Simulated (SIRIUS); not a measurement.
# GaN (F-43m) in SIRIUS: reference runs, part 2 of 2

SIRIUS 7.10.0. The steps go on from the part before.

## Step 3: Single point, PBE (atoms moved at random, drawn with an rms of 0.05 Å)

The input, sirius.json:

```json
{
  "control": {
    "processing_unit": "cpu",
    "verbosity": 2,
    "num_bands_to_print": 16,
    "print_forces": true,
    "print_stress": true
  },
  "parameters": {
    "electronic_structure_method": "pseudopotential",
    "xc_functionals": ["XC_GGA_X_PBE", "XC_GGA_C_PBE"],
    "gk_cutoff": 9.2,
    "pw_cutoff": 18.4,
    "ngridk": [10, 10, 10],
    "shiftk": [0, 0, 0],
    "smearing": "fermi_dirac",
    "smearing_width": 0.0018374661,
    "num_bands": 16,
    "num_mag_dims": 0,
    "num_dft_iter": 100,
    "energy_tol": 1e-08,
    "density_tol": 1e-06
  },
  "iterative_solver": {
    "type": "davidson",
    "min_tolerance": 1e-10
  },
  "mixer": {
    "type": "anderson",
    "beta": 0.7,
    "max_history": 8
  },
  "settings": {
    "tol_ne": 1e-10
  },
  "unit_cell": {
    "lattice_vectors": [
      [0.0, 4.258498969853, 4.258498969853],
      [4.258498969853, 0.0, 4.258498969853],
      [4.258498969853, 4.258498969853, 0.0]
    ],
    "atom_coordinate_units": "lattice",
    "atom_types": ["Ga", "N"],
    "atom_files": {
      "Ga": "Ga.json",
      "N": "N.json"
    },
    "atoms": {
      "Ga": [
        [0.006426, -0.001686, -0.00531]
      ],
      "N": [
        [0.242501, 0.248197, 0.256623]
      ]
    }
  }
}
```

Potentials or basis: PseudoDojo 0.4.1 PBE standard (scalar relativistic).

Command:

```bash
> upf_to_json Ga.upf
> upf_to_json N.upf
> OMP_NUM_THREADS=1 sirius.scf --input=sirius.json --output=out.json --task=0
```

The program printed:

```text
[info] SIRIUS version : 7.10.0
[info] number of MPI ranks           : 1
[info] MPI grid                      : 1 1
[info] maximum number of OMP threads : 1
[fft] FFT context for density and potential
[fft] =====================================
[fft]   comm size                             : 1
[fft]   plane wave cutoff                     : 18.4
[fft]   grid size                             : 40 40 40   total : 64000
[fft]   grid limits                           : -19 20   -19 20   -19 20
[fft]   number of G-vectors within the cutoff : 8181
[fft]   local number of G-vectors             : 8181
[fft]   number of G-shells                    : 470
[fft] FFT context for coarse grid
[fft] =====================================
[fft]   comm size                             : 1
[fft]   plane wave cutoff                     : 18.4
[fft]   grid size                             : 40 40 40   total : 64000
[fft]   grid limits                           : -19 20   -19 20   -19 20
[fft]   number of G-vectors within the cutoff : 8181
[fft]   local number of G-vectors             : 8181
[fft]   number of G-shells                    : 470
[unit cell] lattice vectors
[unit cell]   a1 :       0.0000000000      4.2584989699      4.2584989699
[unit cell]   a2 :       4.2584989699      0.0000000000      4.2584989699
[unit cell]   a3 :       4.2584989699      4.2584989699      0.0000000000
[unit cell] reciprocal lattice vectors
[unit cell]   b1 :      -0.7377230042      0.7377230042      0.7377230042
[unit cell]   b2 :       0.7377230042     -0.7377230042      0.7377230042
[unit cell]   b3 :       0.7377230042      0.7377230042     -0.7377230042
[unit cell] unit cell volume :       154.45416901 [a.u.^3]
[unit cell] 1/sqrt(omega)    :         0.08046373
[unit cell] MT volume        :         0.00000000 ( 0.00%)
[unit cell] IT volume        :       154.45416901 (100.00%)
[unit cell] number of atom types : 2
[unit cell] type id : 0 symbol : Ga mt_radius :  19.010000 num_atoms : 1
[unit cell] type id : 1 symbol :  N mt_radius :  10.570000 num_atoms : 1
[unit cell] total number of atoms : 2
[unit cell] number of symmetry classes : 2
[unit cell] number of PAW atoms : 0
[unit cell] atom id  type id  class id             position                      vector_field
[unit cell] ------------------------------------------------------------------------------------------
[unit cell]      0        0        0      0.00643  -0.00169  -0.00531      0.00000   0.00000   0.00000
[unit cell]      1        1        1      0.24250   0.24820   0.25662      0.00000   0.00000   0.00000
[unit cell] atom id         position (Cartesian, a.u.)
[unit cell] ---------------------------------------------
[unit cell]      0      -0.029792    0.004752    0.020185
[unit cell]      1       2.149775    2.125519    2.089637
[unit cell] class id : 0 atom id : 0
[unit cell] class id : 1 atom id : 1
[unit cell] minimum bond length:     3.629667
[unit cell] total number of pseudo wave-functions: 13
[sym] space group number   : 1
[sym] international symbol : P1
[sym] Hall symbol          : P 1
[sym] space group transformation matrix :
[sym]  -1.0000 -1.0000 -1.0000
[sym]   1.0000  0.0000  0.0000
[sym]   0.0000  0.0000  1.0000
[... 336 lines left out ...]
[diagonalize] ik:  500   -0.160051   -0.105144   -0.101368   -0.100250   -0.096177   -0.041385    0.176208    0.270185    0.308007    0.567588    0.669450    0.782001    0.862562    0.896232    1.188492    1.213900
[diagonalize] ik:  501   -0.161772   -0.105552   -0.103731   -0.099267   -0.096442   -0.046050    0.158639    0.296446    0.326703    0.600224    0.666708    0.765313    0.823978    0.943029    1.134837    1.140941
[diagonalize] ik:  502   -0.163511   -0.106095   -0.105656   -0.097245   -0.096557   -0.049032    0.138457    0.336204    0.343721    0.582361    0.686618    0.765880    0.791984    0.983888    1.079434    1.113963
[diagonalize] ik:  503   -0.164248   -0.106413   -0.106174   -0.096631   -0.096266   -0.050062    0.130555    0.349544    0.358074    0.561120    0.710152    0.764000    0.779922    0.963944    1.104950    1.113468
[find] Charges and magnetic moments
[find] --------------------------------------------------------------------------------
[find] total charge          : 18.000000
[find] Energy
[find] --------------------------------------------------------------------------------
[find] valence_eval_sum               :       0.38615681
[find] <rho|V^{XC}>                   :     -16.97447337
[find] <rho|E^{XC}>                   :     -24.06767460
[find] <mag|B^{XC}>                   :       0.00000000
[find] <rho|V^{H}>                    :      43.68132390
[find] one-electron contribution      :     -26.32069372 (Ha),     -52.64138745 (Ry)
[find] hartree contribution           :      21.84066195
[find] xc contribution                :     -24.06767460
[find] ewald contribution             :     -58.33180733
[find] PAW contribution               :       0.00000000
[find] smearing (-TS)                 :      -0.00000000
[find] SCF correction                 :       0.00000000
[find] Total energy                   :     -86.87951370 (Ha),    -173.75902740 (Ry)
[find] Free energy (E-TS)             :     -86.87951370 (Ha),    -173.75902740 (Ry)
[find] band gap (eV)                  :       1.67647920
[find] Efermi                         :       0.42377359
[find] iteration : 15, RMS : 1.016808413136e-09, energy difference : 2.842170943040e-13
[find] Hartree energy of density residual : 8.217245337385e-17
[find] bands are converged : false
[find] iterative solver converged : true
[find] converged after 16 SCF iterations!
[find] Charges and magnetic moments
[find] --------------------------------------------------------------------------------
[find] total charge          : 18.000000
[find] Energy
[find] --------------------------------------------------------------------------------
[find] valence_eval_sum               :       0.38615681
[find] <rho|V^{XC}>                   :     -16.97447337
[find] <rho|E^{XC}>                   :     -24.06767460
[find] <mag|B^{XC}>                   :       0.00000000
[find] <rho|V^{H}>                    :      43.68132390
[find] one-electron contribution      :     -26.32069372 (Ha),     -52.64138745 (Ry)
[find] hartree contribution           :      21.84066195
[find] xc contribution                :     -24.06767460
[find] ewald contribution             :     -58.33180733
[find] PAW contribution               :       0.00000000
[find] smearing (-TS)                 :      -0.00000000
[find] SCF correction                 :       0.00000000
[find] Total energy                   :     -86.87951370 (Ha),    -173.75902740 (Ry)
[find] Free energy (E-TS)             :     -86.87951370 (Ha),    -173.75902740 (Ry)
[find] band gap (eV)                  :       1.67647920
[find] Efermi                         :       0.42377359
[ground_state] === stress tensor components [kbar] ===
[ground_state] === stress_kin ===
[ground_state] -89051.355782   33.898855    4.861954
[ground_state]    33.898855-89050.419821  -28.518251
[ground_state]     4.861954  -28.518251-89051.752878
[ground_state] === stress_har ===
[ground_state] -13865.492519 -499.375739  -66.826919
[ground_state]  -499.375739-13876.665210  419.949785
[ground_state]   -66.826919  419.949785-13860.757835
[ground_state] === stress_ewald ===
[ground_state] 37042.472036-1023.990299 -131.357346
[ground_state] -1023.99029937016.812141  860.882248
[ground_state]  -131.357346  860.88224837053.339623
[ground_state] === stress_vloc ===
[ground_state] -4911.461469 1489.936658  195.074588
[ground_state]  1489.936658-4875.695468-1252.774537
[ground_state]   195.074588-1252.774537-4926.613648
[ground_state] === stress_xc ===
[ground_state] -12933.722906   -2.310937   -0.284116
[ground_state]    -2.310937-12933.790686    1.942319
[ground_state]    -0.284116    1.942319-12933.694204
[ground_state] === stress_core ===
[ground_state] 23848.889191   -0.872972   -0.109986
[ground_state]    -0.87297223848.849604    0.733579
[ground_state]    -0.109986    0.73357923848.905979
[ground_state] === stress_nonloc ===
[ground_state] 59817.247004  -16.421117   -1.865800
[ground_state]   -16.42111759816.525754   13.792667
[ground_state]    -1.865800   13.79266759817.552476
[ground_state] === stress_us_nl ===
[ground_state] 59817.247004  -16.421117   -1.865800
[ground_state]   -16.42111759816.525754   13.792667
[ground_state]    -1.865800   13.79266759817.552476
[ground_state] === stress_total ===
[ground_state]   -53.424445  -19.135550   -0.507624
[ground_state]   -19.135550  -54.383686   16.007810
[ground_state]    -0.507624   16.007810  -53.020486
[ground_state] ==== total Forces in Ha/bohr =====
[ground_state] atom:    0, force:       0.0063450     -0.0001948     -0.0075798
[ground_state] atom:    1, force:      -0.0063456      0.0001954      0.0075806
[ground_state] ==== ultrasoft contribution from Qij =====
[ground_state] atom:    0, force:       0.0000000      0.0000000      0.0000000
[ground_state] atom:    1, force:       0.0000000      0.0000000      0.0000000
[ground_state] ==== non-local contribution from Beta-projector =====
[ground_state] atom:    0, force:       0.0066730     -0.0002501     -0.0079716
[ground_state] atom:    1, force:       0.0030734     -0.0004184     -0.0036660
[ground_state] ==== contribution from local potential =====
[ground_state] atom:    0, force:      -0.0872716      0.0036327      0.1042934
[ground_state] atom:    1, force:       0.0773899     -0.0029746     -0.0924935
[ground_state] ==== contribution from core density =====
[ground_state] atom:    0, force:       0.0000824      0.0000009     -0.0000989
[ground_state] atom:    1, force:       0.0000522      0.0000101     -0.0000627
[ground_state] ==== Ewald forces from ions =====
[ground_state] atom:    0, force:       0.0868611     -0.0035782     -0.1038027
[ground_state] atom:    1, force:      -0.0868611      0.0035782      0.1038027
[~DFT_ground_state] local op. applied: 274599
[~DFT_ground_state] evp. work count: 66968.1
[~DFT_ground_state] number of iterative solver steps: 21653
```

Wall time 7.8 min (1 thread of Arm Neoverse V1, shared host); peak memory 1.7 GiB.

Results:

```yaml
Free_energy: -2364.1120 eV
Pressure: 5.4 GPa
Largest_force: 0.508 eV/Å
Band_gap_on_the_k_mesh: 1.68 eV
```

Forces on the atoms (eV/Å):
```
Ga   0.326 -0.010 -0.390
N   -0.326  0.010  0.390
```

Stress tensor (GPa, compression positive):
```
 5.34  1.91  0.05
 1.91  5.44 -1.60
 0.05 -1.60  5.30
```

A k mesh can miss the band edges.

## Step 4: How close it comes

Step 2. Against the measured gap of GaN, 3.299 eV (direct; 0 K; a printed reference work, textbook), the calculated 1.76 eV is off by -1.54 eV. Spin-orbit coupling on Ga is left out. The value is that of PBE on a finite k mesh, which can miss the band edges, without temperature or zero-point motion. Semilocal functionals fall short of measured gaps as a rule. The cell is a database's relaxed one, not the measured one, which moves gaps too.
